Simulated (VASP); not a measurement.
# Nb (Fm-3m) in VASP: a series of runs, part 2 of 2

VASP 6.6.1. Earlier steps stand in the parts before.

## 4. Single point, r2SCAN

Input file INCAR:

```
SYSTEM = Nb
PREC     = Accurate       ! precision mode
ENCUT    = 520            ! plane-wave cutoff, eV
EDIFF    = 1E-6           ! SCF threshold, eV
ISMEAR   = 0              ! smearing method
SIGMA    = 0.1            ! smearing width, eV
LREAL    = .FALSE.        ! projectors in reciprocal space
LASPH    = .TRUE.         ! aspherical terms in the spheres
NELM     = 100            ! most SCF steps
ALGO     = Normal         ! electronic algorithm
ISIF     = 2              ! what is computed and relaxed
LWAVE    = .FALSE.        ! write WAVECAR
LCHARG   = .FALSE.        ! write CHGCAR
METAGGA  = R2SCAN         ! meta-GGA
LMIXTAU  = .TRUE.       
NBANDS   = 12             ! bands
```

Input file KPOINTS:

```
regular mesh
0
G
  18 18 18
  0 0 0
```

Input file POSCAR:

```
Nb
1.0
    0.0000000000      2.0841500000      2.0841500000
    2.0841500000      0.0000000000      2.0841500000
    2.0841500000      2.0841500000      0.0000000000
Nb
1
Direct
    0.0000000000      0.0000000000      0.0000000000
```

Potentials or basis: VASP PAW PBE potentials, release 64 (Nb_sv).

On the command line:

```bash
cat potpaw_PBE.64/Nb_sv/POTCAR > POTCAR
mpirun -np 1 vasp_std > vasp.out
```

OUTCAR:

```text
SYSTEM = Nb
   PREC = Accurate
   ENCUT = 520
   EDIFF = 1E-6
   ISMEAR = 0
   LREAL = .FALSE.
   LASPH = .TRUE.
   NELM = 100
   ISIF = 2
   METAGGA = R2SCAN

 ion  position               nearest neighbor table
   1  0.000  0.000  0.000-

  LATTYP: Found a face centered cubic cell.
 ALAT       =     4.1683000000

  Lattice vectors:

 A1 = (   0.0000000000,   2.0841500000,   2.0841500000)
 A2 = (   2.0841500000,   0.0000000000,   2.0841500000)
 A3 = (   2.0841500000,   2.0841500000,   0.0000000000)

Analysis of symmetry for initial positions (statically):
=====================================================================
 Subroutine PRICEL returns:
 Original cell was already a primitive cell.

 Routine SETGRP: Setting up the symmetry group for a
 face centered cubic supercell.

 Subroutine GETGRP returns: Found 48 space group operations
 (whereof 48 operations were pure point group operations)
 out of a pool of 48 trial point group operations.

The static configuration has the point symmetry O_h .

Analysis of symmetry for dynamics (positions and initial velocities):
[... 163 lines left out ...]
 fundamental gap:      0.0399868196
 Fermi energy:        11.4794888436

 k-point     1 :       0.0000    0.0000    0.0000
  band No.  band energies     occupation
      1     -45.1188      2.00000
      2     -19.6785      2.00000
      3     -19.6785      2.00000
      4     -19.6785      2.00000
      5       4.7865      2.00000
      6      11.5843      0.13821
      7      11.5843      0.13820
      8      11.5843      0.13820
      9      14.5411      0.00000
     10      14.5411      0.00000
     11      23.7439      0.00000
     12      29.1511      0.00000
[... 331 lines left out ...]
 k-point    24 :      -0.2222    0.0556    0.0000
  band No.  band energies     occupation
      1     -44.9999      2.00000
      2     -20.3768      2.00000
      3     -19.8121      2.00000
      4     -19.7492      2.00000
      5       6.7382      2.00000
      6      10.5579      2.00000
      7      11.9846      0.00000
      8      12.1178      0.00000
      9      14.0482      0.00000
     10      14.9804      0.00000
     11      24.7770      0.00000
     12      27.5546      0.00000

 [... further k-points ...]
[... 5 lines left out ...]
  --------------------------------------------------------------------------------------
  -------------------------------------------------------------------------------------
  Total        0.6176430      0.6176430      0.6176430      0.0000000     -0.0000000      0.0000000
  in kB       54.6551588     54.6551588     54.6551588      0.0000000     -0.0000000      0.0000000
  external PRESSURE =      54.6551588 kB  Pullay stress =       0.0000000 kB

 VOLUME and BASIS-vectors are now :
 -----------------------------------------------------------------------------
  energy-cutoff  :      520.00
  volume of cell :       18.11
      direct lattice vectors                 reciprocal lattice vectors
     0.000000000  2.084150000  2.084150000    -0.239905957  0.239905957  0.239905957
     2.084150000  0.000000000  2.084150000     0.239905957 -0.239905957  0.239905957
     2.084150000  2.084150000  0.000000000     0.239905957  0.239905957 -0.239905957

 POSITION                                       TOTAL-FORCE (eV/Angst)
 -----------------------------------------------------------------------------------
      0.00000      0.00000      0.00000         0.000000      0.000000      0.000000
 -----------------------------------------------------------------------------------
    total drift:                                0.000000      0.000000      0.000000

  FREE ENERGIE OF THE ION-ELECTRON SYSTEM (eV)
  ---------------------------------------------------
  free  energy   TOTEN  =       -24.5063098267 eV

  energy  without entropy=      -24.5003689393  energy(sigma->0) =      -24.50333938
```

OSZICAR:

```text
N       E                     dE             d eps       ncg     rms          rms(c)
DAV:   1     0.100858539428E+03    0.10086E+03   -0.74747E+03  4704   0.111E+03
DAV:   2    -0.256904574818E+02   -0.12655E+03   -0.12224E+03  5104   0.403E+02
DAV:   3    -0.309573713658E+02   -0.52669E+01   -0.50076E+01  7208   0.693E+01
DAV:   4    -0.312649676728E+02   -0.30760E+00   -0.30416E+00  6536   0.148E+01
DAV:   5    -0.312754231896E+02   -0.10456E-01   -0.10451E-01  6916   0.232E+00    0.102E+01
DAV:   6    -0.237905479598E+02    0.74849E+01   -0.35572E+00  6992   0.265E+01    0.138E+00
DAV:   7    -0.247038172011E+02   -0.91327E+00   -0.24495E-01  5832   0.541E+00    0.118E+00
DAV:   8    -0.241925556514E+02    0.51126E+00   -0.46288E-01  7588   0.915E+00    0.133E+00
DAV:   9    -0.245014901325E+02   -0.30893E+00   -0.30850E-01  5476   0.565E+00    0.512E-01
DAV:  10    -0.245040035914E+02   -0.25135E-02   -0.83917E-03  6036   0.986E-01    0.167E-01
DAV:  11    -0.245087191279E+02   -0.47155E-02   -0.18660E-03  5332   0.387E-01    0.699E-02
DAV:  12    -0.245062961471E+02    0.24230E-02   -0.19188E-03  5116   0.394E-01    0.536E-02
DAV:  13    -0.245062800625E+02    0.16085E-04   -0.12161E-04  7660   0.132E-01    0.183E-02
DAV:  14    -0.245063199774E+02   -0.39915E-04   -0.17307E-05  5284   0.465E-02    0.136E-02
DAV:  15    -0.245063058461E+02    0.14131E-04   -0.26239E-05  6820   0.534E-02    0.681E-03
DAV:  16    -0.245063095037E+02   -0.36576E-05   -0.25475E-06  5332   0.199E-02    0.525E-03
DAV:  17    -0.245063098267E+02   -0.32296E-06   -0.18555E-06  5288   0.151E-02
   1 F= -.24506310E+02 E0= -.24503339E+02  d E =-.594089E-02
```

stdout:

```text
POSCAR found type information on POSCAR Nb
 POSCAR found :  1 types and       1 ions
 scaLAPACK will be used
 -----------------------------------------------------------------------------
|                                                                             |
|                                                                             |
|     You enforced a specific xc type in the INCAR file but a different       |
|     I HOPE YOU KNOW WHAT YOU ARE DOING!                                     |
|                                                                             |
 -----------------------------------------------------------------------------

 LDA part: xc-table for (None), standard interpolation
 POSCAR, INCAR and KPOINTS ok, starting setup
 FFT: planning ... GRIDC
 FFT: planning ... GRID_SOFT
 FFT: planning ... GRID
 WAVECAR not read
 entering main loop
```

It took 62 s on 1 thread of Intel Xeon 6975P-C (Granite Rapids), shared host; peak memory 0.17 GiB.

What came out:

```yaml
Free_energy: -24.5063 eV
Pressure: 5.5 GPa
Band_gap_on_the_k_mesh: none (metal or under the smearing width)
```

Caveat: the PAW data sets were made with another functional, which shifts forces and pressure a little.

## 5. Overview

```tsv
level	cutoff (eV)	smearing	gap on the mesh (eV)	pressure (GPa)
PBEsol	520	gaussian 0.5 eV	none	0.5
PBEsol	900	gaussian 0.1 eV	none	0.0
r2SCAN	520	gaussian 0.1 eV	none	5.5
```

Alike in all rows: task single point; potentials or basis VASP PAW PBE potentials, release 64 (Nb_sv); no spin polarisation; cell as given; k mesh 18 × 18 × 18.

Every run on the cell as given and a fine mesh finds a metal. The pressure there spans 0.0 GPa (PBEsol) to 5.5 GPa (r2SCAN); a positive pressure means that this level wants a larger cell, a negative one a smaller.

Caveats: the PAW data sets were made with another functional, which shifts forces and pressure a little.

Absolute energies hang on the potentials; compare differences alone.
